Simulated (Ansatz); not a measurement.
Te2Mo under changes of volume

One of the cells (64.121 Å³/atom); the others are scaled copies at fixed shape and fractional positions:

```
Te Mo
1.0
     3.56023    0.00000    0.00000
    -1.78012    3.08325    0.00000
     0.00000    0.00000   17.52406
Te Mo
2 1
Direct
  0.33333 0.66667 0.10214
  0.33333 0.66667 0.89786
  0.00000 0.00000 0.00000
```

```yaml
Program: Ansatz 0.2.0
Functional: PBEsol
Potentials_or_basis: all-electron LAPW, scalar-relativistic
Cutoff: 259 eV (chosen from the basis error)
Basis_error_allowed: 0.001 eV/atom
k_mesh: 9 × 9 × 2
Occupations: fermi-dirac, width 0.05 eV
Spin: no spin polarisation
```

| volume (Å³/atom) | energy over the lowest point (meV/atom) | gap on the mesh (eV) | largest force (eV/Å) |
| --- | --- | --- | --- |
| 60.274 | 8.69 | 1.15 | 0.776 |
| 61.556 | 0.76 | 1.12 | 0.433 |
| 62.839 | 0.00 | 1.08 | 0.117 |
| 64.121 | 5.62 | 1.05 | 0.175 |
| 65.404 | ? | ? | ? |
| 66.686 | 33.37 | 0.99 | 0.690 |
| 67.968 | 54.31 | 0.96 | 0.917 |

Task: What does the run at 65.404 Å³/atom give?

Result: Energy over the lowest point 16.95 meV/atom; gap on the mesh 1.02 eV; largest force 0.443 eV/Å.

Worked out: A Birch-Murnaghan fit of order 3 (a polynomial in V^(-2/3)) to the other rows has its minimum at 62.34 Å³/atom with B0 = V·E''(V) = 41 GPa and B' = 4.6 at fixed shape and positions, which overstates the stiffness. It gives 16.96 meV/atom at 65.404 Å³/atom, against the run's 16.95. A straight line through the other rows of the gap, of slope -1.59 eV per unit of ln V (its deformation potential), gives 1.02 eV, against the run's 1.02.

Energies are extrapolated to zero smearing.

Caveats: spin-orbit coupling is left out, which moves the levels of the heavy elements.

A mesh can miss the band edges.
